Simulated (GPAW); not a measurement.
# NiO (Fm-3m) in GPAW: settings compared

Aim: see how the results for NiO move with the level of theory and the settings. Levels: PW91, PBE, revPBE. Tasks: band structure, hyperfine couplings, elastic constants.

Everything below comes from runs of GPAW 26.7.0. Logs are shortened: lines on timing, memory, paths and dates and some standing lists are left out, and cuts for length are marked. The log counts tension as positive stress, the text compression.

**What was measured.**

From “Local correlations, non-local screening, multiplets, and band formation in NiO”, 2012, arxiv:1210.6675, for a bulk crystal of NiO: band gap 4.3 eV.

The runs below are set against these values where they give the same quantity.

**1. Starting point**

Symmetry: Fm-3m, No. 225, cubic system. Conventional cell: a = 4.172 Å, b = 4.172 Å, c = 4.172 Å, α = 90.00°, β = 90.00°, γ = 90.00°. Ni (site symmetry m-3m) is surrounded by 6 O at 2.09 Å. O (site symmetry m-3m) has 6 Ni at 2.09 Å as nearest neighbours.

**2. Band structure, PW91, collinear spin, ferromagnetic start**

Contents of run.py:

```python
from ase.dft.bandgap import bandgap
from ase.io import read, write
from ase.units import GPa
from gpaw import GPAW, PW, setup_paths

setup_paths.insert(0, '.')

atoms = read('NiO.cif')
atoms.set_initial_magnetic_moments([1.0, 0.0])

calc = GPAW(mode=PW(800),
            xc='GGA_X_PW91+GGA_C_PW91',
            kpts={'size': (8, 8, 8), 'gamma': True},
            occupations={'name': 'fermi-dirac', 'width': 0.05},
            nbands=22,
            convergence={'density': 1e-05, 'energy': 1e-05},
            maxiter=150,
            txt='gpaw.txt')
atoms.calc = calc
energy = atoms.get_potential_energy()
forces = atoms.get_forces()
stress = atoms.get_stress()
calc.write('gs.gpw')
write('result.traj', atoms)
print(f'Energy: {energy:.6f} eV')
print('Forces (eV/A):')
print(forces.round(4))
print('Stress (GPa):', (stress / GPa).round(3))
print('Moments:', calc.get_magnetic_moments().round(3))
print('Fermi level:', round(calc.get_fermi_level(), 4), 'eV')
print(f'Gap: {bandgap(calc)[0]:.4f} eV, direct: {bandgap(calc, direct=True)[0]:.4f} eV')

path = atoms.cell.bandpath('GXWKGLUWLK,UX', npoints=60, eps=1e-4)
bs_calc = calc.fixed_density(kpts=path, symmetry='off', nbands=31,
                             convergence={'bands': 'CBM+6.0', 'eigenstates': 1e-6}, txt='bands.txt')
bs = bs_calc.band_structure()
bs.write('bs.json')
print(f'Gap on the path: {bandgap(bs_calc)[0]:.4f} eV')
```

Contents of NiO.cif:

```cif
data_NiO
_cell_length_a 2.94991039
_cell_length_b 2.94991039
_cell_length_c 2.94991039
_cell_angle_alpha 60.00000000
_cell_angle_beta 60.00000000
_cell_angle_gamma 60.00000000
_space_group_name_H-M_alt 'P1'
_space_group_name_Hall 'P 1'
_space_group_IT_number 1
loop_
_space_group_symop_operation_xyz
'x,y,z'
loop_
_atom_site_label
_atom_site_type_symbol
_atom_site_symmetry_multiplicity
_atom_site_Wyckoff_symbol
_atom_site_fract_x
_atom_site_fract_y
_atom_site_fract_z
_atom_site_occupancy
Ni1 Ni 1 a 0.0000000000 0.0000000000 0.0000000000 1
O1 O 1 a 0.5000000000 0.5000000000 0.5000000000 1
```

Potentials or basis: PAW data sets generated in the run's folder for this functional, pw.

The run is started by

```bash
> gpaw-setup -f GGA_X_PW91+GGA_C_PW91 Ni O
> OMP_NUM_THREADS=1 python run.py
```

gpaw.txt:

```text
__  _  _
 | _ |_)|_||  |
 |__||  | ||/\| - 26.7.0

Input parameters:
  mode=PW(ecut=800.0),
  convergence={'density': 1e-05, 'energy': 1e-05},
  kpts=MonkhorstPack(size=(8, 8, 8), gamma=True),
  maxiter=150,
  nbands=22,
  occupations=Occupations(name='fermi-dirac', width=0.05),
  xc=XC(name='GGA_X_PW91+GGA_C_PW91')

Diagonalizing LCAO Hamiltonian
Converting LCAO to pw mode

                O

       Ni

Atoms  # Å, Bohr magnetons
|   | symbol |        x |        y |        z |    initial magnetic moments |
|---|--------|----------|----------|----------|-----------------------------|
| 0 |     Ni | 0.000000 | 0.000000 | 0.000000 | ( 0.0000,  0.0000,  1.0000) |
| 1 |      O | 2.949910 | 1.703132 | 1.204296 | ( 0.0000,  0.0000,  0.0000) |

Unit cell  # Å
| periodic |        x |        y |        z |  lengths |    angles |
|----------|----------|----------|----------|----------|-----------|
|      yes | 2.949910 | 0.000000 | 0.000000 | 2.949910 | 60.000000 |
|      yes | 1.474955 | 2.554697 | 0.000000 | 2.949910 | 60.000000 |
|      yes | 1.474955 | 0.851566 | 2.408592 | 2.949910 | 60.000000 |

Number of symmetries: 48
Symmetry operations  # r_c * U_cc + t_c -> r_c
|    | kind |            matrix            |
|----|------|------------------------------|
|  0 |  σ   |  1, 0, 0,  1, 0,-1,  1,-1, 0 |
|  1 |  C2  |  1, 0, 0,  1,-1, 0,  1, 0,-1 |
|  2 |  E   |  1, 0, 0,  0, 1, 0,  0, 0, 1 |
|  3 |  σ   |  1, 0, 0,  0, 0, 1,  0, 1, 0 |
|  4 |  C4  |  1, 0,-1,  1, 0, 0,  1,-1, 0 |
|  5 |  S6  |  1, 0,-1,  1,-1, 0,  1, 0, 0 |
|  6 |  σ   |  1, 0,-1,  0, 1,-1,  0, 0,-1 |
|  7 |  C3  |  1, 0,-1,  0, 0,-1,  0, 1,-1 |
|  8 |  S6  |  1,-1, 0,  1, 0, 0,  1, 0,-1 |
|  9 |  C4  |  1,-1, 0,  1, 0,-1,  1, 0, 0 |
| 10 |  C3  |  1,-1, 0,  0,-1, 1,  0,-1, 0 |
| 11 |  σ   |  1,-1, 0,  0,-1, 0,  0,-1, 1 |
| 12 |  σ   |  0, 1, 0,  1, 0, 0,  0, 0, 1 |
| 13 |  C4  |  0, 1, 0,  0, 1,-1, -1, 1, 0 |
| 14 |  C3  |  0, 1, 0,  0, 0, 1,  1, 0, 0 |
| 15 |  S6  |  0, 1, 0, -1, 1, 0,  0, 1,-1 |
| 16 |  C2  |  0, 1,-1,  1, 0,-1,  0, 0,-1 |
| 17 |  σ   |  0, 1,-1,  0, 1, 0, -1, 1, 0 |
| 18 |  S4  |  0, 1,-1,  0, 0,-1,  1, 0,-1 |
| 19 |  C4  |  0, 1,-1, -1, 1, 0,  0, 1, 0 |
| 20 |  C3  |  0, 0, 1,  1, 0, 0,  0, 1, 0 |
| 21 |  σ   |  0, 0, 1,  0, 1, 0,  1, 0, 0 |
| 22 |  S6  |  0, 0, 1,  0,-1, 1, -1, 0, 1 |
| 23 |  C4  |  0, 0, 1, -1, 0, 1,  0,-1, 1 |
| 24 |  S4  |  0, 0,-1,  1, 0,-1,  0, 1,-1 |
| 25 |  C3  |  0, 0,-1,  0, 1,-1,  1, 0,-1 |
| 26 |  C2  |  0, 0,-1,  0,-1, 0, -1, 0, 0 |
| 27 |  S6  |  0, 0,-1, -1, 0, 0,  0,-1, 0 |
| 28 |  S4  |  0,-1, 1,  1,-1, 0,  0,-1, 0 |
| 29 |  C4  |  0,-1, 1,  0, 0, 1, -1, 0, 1 |
| 30 |  C2  |  0,-1, 1,  0,-1, 0,  1,-1, 0 |
| 31 |  σ   |  0,-1, 1, -1, 0, 1,  0, 0, 1 |
| 32 |  C3  |  0,-1, 0,  1,-1, 0,  0,-1, 1 |
| 33 |  S6  |  0,-1, 0,  0, 0,-1, -1, 0, 0 |
| 34 |  S4  |  0,-1, 0,  0,-1, 1,  1,-1, 0 |
| 35 |  C2  |  0,-1, 0, -1, 0, 0,  0, 0,-1 |
| 36 |  C2  | -1, 1, 0,  0, 1, 0,  0, 1,-1 |
| 37 |  S6  | -1, 1, 0,  0, 1,-1,  0, 1, 0 |
| 38 |  S4  | -1, 1, 0, -1, 0, 1, -1, 0, 0 |
[... 119 lines left out ...]
  Good broyden scale: 1.0
  Trust region scale: 1.0
  Backstep threshold: 4.0
  History deletion threshold: 6.0
  Fourier metric: weight=20.0, sigma=0.015

occupation numbers:
  Fermi-Dirac:
    width: 0.0500  # eV

poisson solver:
  ecut: 6400.0  # eV

xc functional:
  name: GGA_X_PW91+GGA_C_PW91 with 2 nearest neighbor stencil

convergence criteria:
- Maximum integral of absolute [dens]ity change: 1e-05 electrons / valence electron
- Maximum [total energy] change in last 3 cyles: 1e-05 eV / valence electron
- Maximum integral of absolute [eigenst]ate change: 4e-08 eV^2 / valence electron
maximum number of iterations: 150

SCF iterations
|iter     | |      energy | eigst |  dens |  magmom |
|---------|-|-------------|-------|-------|---------|
|iter:   1| |  -13.754029 | +0.13 |       |  +1.0004|
|iter:   2| |  -13.644641 | -2.33 | -1.12 |  +0.9919|
|iter:   3| |  -13.406216 | -2.27 | -1.16 |  +0.8668|
|iter:   4| |  -13.453496 | -2.75 | -1.72 |  +0.8655|
|iter:   5| |  -13.396566 | -3.47 | -1.66 |  +0.8514|
|iter:   6| |  -13.408629 | -3.77 | -2.14 |  +0.8681|
|iter:   7| |  -13.411723 | -5.45 | -2.31 |  +0.9046|
|iter:   8| |  -13.226565 | -2.14 | -2.31 |  +2.6719|
|iter:   9| |  -13.423531 | -2.26 | -1.44 |  +1.0748|
|iter:  10| |  -13.456440 | -3.20 | -2.42 |  +1.6332|
|iter:  11| |  -13.408000 | -2.92 | -2.10 |  +2.2152|
|iter:  12| |  -13.454860 | -3.04 | -1.83 |  +1.6542|
|iter:  13| |  -13.449320 | -4.43 | -2.37 |  +1.5665|
|iter:  14| |  -13.458277 | -3.71 | -2.38 |  +1.8382|
|iter:  15| |  -13.458015 | -4.66 | -2.74 |  +1.7665|
|iter:  16| |  -13.457713 | -4.47 | -3.10 |  +1.8847|
|iter:  17| |  -13.457835 | -4.41 | -2.51 |  +1.7588|
|iter:  18| |  -13.458305 | -5.03 | -2.97 |  +1.7870|
|iter:  19| |  -13.458297 | -8.13c| -4.02 |  +1.7861|
|iter:  20| |  -13.458356c| -7.22 | -3.92 |  +1.7904|
|iter:  21| |  -13.458354c| -8.43c| -5.28c|  +1.7903|

Converged in 21 steps
Energy contributions relative to reference atoms: (reference = -43420.757227)

Energy contributions:
  Kinetic:          26.749112
  Coulomb:         -22.611446
  Zero:              0.247513
  External:          0.000000
  Xc:              -17.839509
  Entropy:          -0.008048
  Spinorbit:         0.000000
  ----------------------------
  Free energy:     -13.462378
  Extrapolated:    -13.458354

dipole moment: (-11.864341, -6.849881, -4.843597)  # |e|*Ang

Total magnetic moment: (0.000000, 0.000000, 1.790305)

Local magnetic moments
|        x |        y |        z |
|----------|----------|----------|
| 0.000000 | 0.000000 | 1.483999 |  # Ni   0
| 0.000000 | 0.000000 | 0.216306 |  # O    1

Fermi level: 8.108
Eigenvalues  # (at kpt = [0.000, 0.000, 0.000])
| band index |      eig [eV] | occ [0-1] |      eig [eV] | occ [0-1] |
|------------|---------------|-----------|---------------|-----------|
|          0 |       -56.720 |     1.000 |       -54.920 |     1.000 |
|        ... |               |           |               |           |
|          4 |         4.877 |     1.000 |         5.445 |     1.000 |
|          5 |         4.877 |     1.000 |         5.445 |     1.000 |
|          6 |         4.929 |     1.000 |         5.445 |     1.000 |
|          7 |         4.929 |     1.000 |         6.172 |     1.000 |
|          8 |         4.929 |     1.000 |         6.176 |     1.000 |
|          9 |         5.361 |     1.000 |         6.178 |     1.000 |
[... 8 lines left out ...]
|         18 |        29.946 |     0.000 |        30.449 |     0.000 |
|         19 |        29.947 |     0.000 |        30.450 |     0.000 |
|        ... |               |           |               |           |
|         21 |        33.648 |     0.000 |        34.357 |     0.000 |

No gap
No difference between direct/indirect transitions

Forces  # eV/Ang
|       x |        y |        z |
|---------|----------|----------|
| 0.00000 | -0.00000 | -0.00000 |  # Ni   0
| 0.00000 |  0.00000 | -0.00000 |  # O    1

Stress tensor  # eV/Ang^3
|         x |         y |         z |
|-----------|-----------|-----------|
| -0.059261 |  0.000000 |  0.000000 |
|  0.000000 | -0.059261 |  0.000000 |
|  0.000000 |  0.000000 | -0.059261 |

# Writing to gs.gpw (mode='')
```

It took 51 s on 1 thread of AMD EPYC 7B13 (Zen 3), shared host; peak memory 0.26 GiB.

Results:

* Free energy: -13.4624 eV
* Pressure: 9.5 GPa
* Band gap along the path: none (metal or under the smearing width)
* Net moment: 1.79 μB per cell
* Site moments: Ni +1.48; O +0.22 μB

Levels at the corners of the path, in eV from the Fermi level:
Spin up:
```tsv
point	band 9	band 10	band 11	band 12	band 13
Γ	-3.18	-2.75	-2.75	-2.75	1.35
X	-2.88	-2.30	-1.69	-1.69	5.89
W	-1.98	-1.98	-1.69	-1.31	8.25
K	-1.92	-1.82	-1.58	-1.23	7.54
Γ	-3.18	-2.75	-2.75	-2.75	1.35
L	-2.02	-1.48	0.26	0.26	5.39
U	-1.92	-1.82	-1.58	-1.23	7.54
W	-1.98	-1.98	-1.69	-1.31	8.25
L	-2.02	-1.48	0.26	0.26	5.39
K	-1.92	-1.82	-1.58	-1.23	7.54
U	-1.92	-1.82	-1.58	-1.23	7.54
X	-2.88	-2.30	-1.69	-1.69	5.89
```
Spin down:
| point | band 6 | band 7 | band 8 | band 9 | band 10 | band 11 | band 12 | band 13 |
| --- | --- | --- | --- | --- | --- | --- | --- | --- |
| Γ | -2.66 | -2.66 | -1.94 | -1.93 | -1.93 | -0.62 | -0.61 | 1.71 |
| X | -4.03 | -4.03 | -2.95 | -0.79 | -0.78 | -0.16 | 0.41 | 6.36 |
| W | -5.96 | -5.34 | -1.15 | -1.15 | -0.79 | 0.27 | 1.01 | 8.81 |
| K | -6.01 | -4.57 | -1.74 | -0.93 | -0.70 | 0.54 | 1.04 | 8.01 |
| Γ | -2.66 | -2.66 | -1.94 | -1.93 | -1.93 | -0.62 | -0.61 | 1.71 |
| L | -4.95 | -4.95 | -1.00 | -0.99 | -0.62 | 2.29 | 2.30 | 5.57 |
| U | -6.01 | -4.57 | -1.74 | -0.93 | -0.70 | 0.54 | 1.04 | 8.01 |
| W | -5.96 | -5.34 | -1.15 | -1.15 | -0.79 | 0.27 | 1.01 | 8.81 |
| L | -4.95 | -4.95 | -1.00 | -0.99 | -0.62 | 2.29 | 2.30 | 5.57 |
| K | -6.01 | -4.57 | -1.74 | -0.93 | -0.70 | 0.54 | 1.04 | 8.01 |
| U | -6.01 | -4.57 | -1.74 | -0.93 | -0.70 | 0.54 | 1.04 | 8.01 |
| X | -4.03 | -4.03 | -2.95 | -0.79 | -0.78 | -0.16 | 0.41 | 6.36 |

Caveat: the stock nickel data set gives pressures a few GPa off other programs; a cell with one magnetic atom can't hold antiferromagnetic order, which such compounds often take; semilocal functionals often make such compounds metallic where correlation or magnetic order opens a gap, which also shifts bond lengths.

**3. Hyperfine couplings, PBE, collinear spin, ferromagnetic start**

Contents of run.py:

```python
import numpy as np
from ase import Atoms
from ase.dft.bandgap import bandgap
from ase.io import write
from ase.units import GPa
from gpaw import GPAW, PW
from gpaw.hyperfine import hyperfine_parameters

atoms = Atoms(['Ni', 'O'],
              cell=[[0.0, 2.0859016414, 2.0859016414],
                    [2.0859016414, 0.0, 2.0859016414],
                    [2.0859016414, 2.0859016414, 0.0]],
              scaled_positions=[[0.0, 0.0, 0.0],
                                [0.5, 0.5, 0.5]],
              pbc=True)
atoms.set_initial_magnetic_moments([1.0, 0.0])

calc = GPAW(mode=PW(800),
            xc='PBE',
            kpts={'size': (11, 11, 11), 'gamma': True},
            occupations={'name': 'fermi-dirac', 'width': 0.05},
            nbands=22,
            convergence={'density': 1e-05, 'energy': 1e-05},
            maxiter=150,
            txt='gpaw.txt')
atoms.calc = calc
energy = atoms.get_potential_energy()
forces = atoms.get_forces()
stress = atoms.get_stress()
calc.write('gs.gpw')
write('result.traj', atoms)
print(f'Energy: {energy:.6f} eV')
print('Forces (eV/A):')
print(forces.round(4))
print('Stress (GPa):', (stress / GPa).round(3))
print('Moments:', calc.get_magnetic_moments().round(3))
print('Fermi level:', round(calc.get_fermi_level(), 4), 'eV')
print(f'Gap: {bandgap(calc)[0]:.4f} eV, direct: {bandgap(calc, direct=True)[0]:.4f} eV')

mu_N = 3.15245125e-8  # eV/T
for core in (True, False):
    A = hyperfine_parameters(calc, exclude_core=not core)
    for a, A_vv in zip(atoms, A):
        iso = np.trace(A_vv) / 3
        dip = np.linalg.eigvalsh(A_vv - iso * np.eye(3))
        print('with core' if core else 'valence', a.symbol, f'contact field {iso / (2 * mu_N):.3f} T, dipolar',
              *(dip / (2 * mu_N)).round(3), 'T')
```

Potentials or basis: GPAW PAW data sets (gpaw-data 1.2.1), pw.

The run is started by

```bash
> OMP_NUM_THREADS=1 python run.py
```

gpaw.txt:

```text
__  _  _
 | _ |_)|_||  |
 |__||  | ||/\| - 26.7.0

Input parameters:
  mode=PW(ecut=800.0),
  convergence={'density': 1e-05, 'energy': 1e-05},
  kpts=MonkhorstPack(size=(11, 11, 11), gamma=True),
  maxiter=150,
  nbands=22,
  occupations=Occupations(name='fermi-dirac', width=0.05),
  xc=XC(name='PBE')

Diagonalizing LCAO Hamiltonian
Converting LCAO to pw mode

              O

       Ni

Atoms  # Å, Bohr magnetons
|   | symbol |        x |        y |        z |    initial magnetic moments |
|---|--------|----------|----------|----------|-----------------------------|
| 0 |     Ni | 0.000000 | 0.000000 | 0.000000 | ( 0.0000,  0.0000,  1.0000) |
| 1 |      O | 2.085902 | 2.085902 | 2.085902 | ( 0.0000,  0.0000,  0.0000) |

Unit cell  # Å
| periodic |        x |        y |        z |  lengths |    angles |
|----------|----------|----------|----------|----------|-----------|
|      yes | 0.000000 | 2.085902 | 2.085902 | 2.949910 | 60.000000 |
|      yes | 2.085902 | 0.000000 | 2.085902 | 2.949910 | 60.000000 |
|      yes | 2.085902 | 2.085902 | 0.000000 | 2.949910 | 60.000000 |

Number of symmetries: 48
Symmetry operations  # r_c * U_cc + t_c -> r_c
|    | kind |            matrix            |
|----|------|------------------------------|
|  0 |  σ   |  1, 0, 0,  1, 0,-1,  1,-1, 0 |
|  1 |  C2  |  1, 0, 0,  1,-1, 0,  1, 0,-1 |
|  2 |  E   |  1, 0, 0,  0, 1, 0,  0, 0, 1 |
|  3 |  σ   |  1, 0, 0,  0, 0, 1,  0, 1, 0 |
[... 191 lines left out ...]
|iter:  13| |  -13.329152 | -7.41c| -3.85 |  +1.7069|
|iter:  14| |  -13.329125c| -7.13 | -4.26 |  +1.7031|
|iter:  15| |  -13.329132c| -8.62c| -4.82 |  +1.7040|
|iter:  16| |  -13.329133c| -9.12c| -5.77c|  +1.7040|

Converged in 16 steps
Energy contributions relative to reference atoms: (reference = -43408.850748)

Energy contributions:
  Kinetic:          26.350674
  Coulomb:         -22.353491
  Zero:              0.268718
  External:          0.000000
  Xc:              -17.589605
  Entropy:          -0.010858
  Spinorbit:         0.000000
  ----------------------------
  Free energy:     -13.334562
  Extrapolated:    -13.329133

dipole moment: (-8.385637, -8.385637, -8.385637)  # |e|*Ang

Total magnetic moment: (0.000000, 0.000000, 1.704035)

Local magnetic moments
|        x |        y |        z |
|----------|----------|----------|
| 0.000000 | 0.000000 | 1.423551 |  # Ni   0
| 0.000000 | 0.000000 | 0.199501 |  # O    1

Fermi level: 8.186
Eigenvalues  # (at kpt = [0.000, 0.000, 0.000])
| band index |      eig [eV] | occ [0-1] |      eig [eV] | occ [0-1] |
|------------|---------------|-----------|---------------|-----------|
|          0 |       -56.581 |     1.000 |       -54.840 |     1.000 |
|        ... |               |           |               |           |
|          4 |         5.002 |     1.000 |         5.476 |     1.000 |
|          5 |         5.002 |     1.000 |         5.476 |     1.000 |
|          6 |         5.002 |     1.000 |         5.476 |     1.000 |
|          7 |         5.050 |     1.000 |         6.305 |     1.000 |
|          8 |         5.050 |     1.000 |         6.305 |     1.000 |
|          9 |         5.505 |     1.000 |         6.305 |     1.000 |
[... 8 lines left out ...]
|         18 |        30.096 |     0.000 |        30.574 |     0.000 |
|         19 |        30.096 |     0.000 |        30.574 |     0.000 |
|        ... |               |           |               |           |
|         21 |        33.720 |     0.000 |        34.390 |     0.000 |

No gap
No difference between direct/indirect transitions

Forces  # eV/Ang
|        x |       y |        z |
|----------|---------|----------|
|  0.00000 | 0.00000 |  0.00000 |  # Ni   0
| -0.00000 | 0.00000 | -0.00000 |  # O    1

Stress tensor  # eV/Ang^3
|         x |         y |         z |
|-----------|-----------|-----------|
| -0.059013 |  0.000000 |  0.000000 |
|  0.000000 | -0.059013 | -0.000000 |
|  0.000000 | -0.000000 | -0.059013 |

# Writing to gs.gpw (mode='')
```

stdout:

```text
Energy: -13.329133 eV
Forces (eV/A):
[[ 0.  0.  0.]
 [-0.  0. -0.]]
Stress (GPa): [-9.455 -9.455 -9.455 -0.     0.     0.   ]
Moments: [1.424 0.2  ]
Fermi level: 8.1855 eV
Gap: 0.0000 eV, direct: 0.0000 eV
with core Ni contact field -4.889 T, dipolar -0.0 -0.0 0.0 T
with core O contact field 21.249 T, dipolar -0.0 0.0 0.0 T
valence Ni contact field 11.976 T, dipolar -0.0 -0.0 0.0 T
valence O contact field 24.296 T, dipolar -0.0 -0.0 0.0 T
```

Wall time 45 s (1 thread of AMD EPYC 7B13 (Zen 3), shared host); peak memory 0.19 GiB.

What came out:

| Quantity | Value |
| --- | --- |
| Free energy | -13.3346 eV |
| Pressure | 9.5 GPa |
| Band gap on the k mesh | none (metal or under the smearing width) |
| Net moment | 1.70 μB per cell |
| Site moments | Ni +1.42; O +0.20 μB |

Levels at points of the mesh, in eV from the Fermi level:
Spin up:
```tsv
k point	band 8	band 9	band 10	band 11	band 12	band 13	band 14	band 15	band 16	band 17
(0.00, 0.00, 0.00)	-3.14	-3.14	-2.68	-2.68	-2.68	1.33	17.61	18.73	18.73	18.73
```
Spin down:
```
           k point  band 7  band 8  band 9  band 10  band 11  band 12  band 13  band 14
(0.00, 0.00, 0.00)   -2.71   -1.88   -1.88    -1.88    -0.63    -0.63     1.67    17.53
```

Caveat: the dipolar part lacks the spin inside other atoms' spheres; the stock nickel data set gives pressures a few GPa off other programs; a cell with one magnetic atom can't hold antiferromagnetic order, which such compounds often take; semilocal functionals often make such compounds metallic where correlation or magnetic order opens a gap, which also shifts bond lengths.

(Continued in part 2 of 2.)
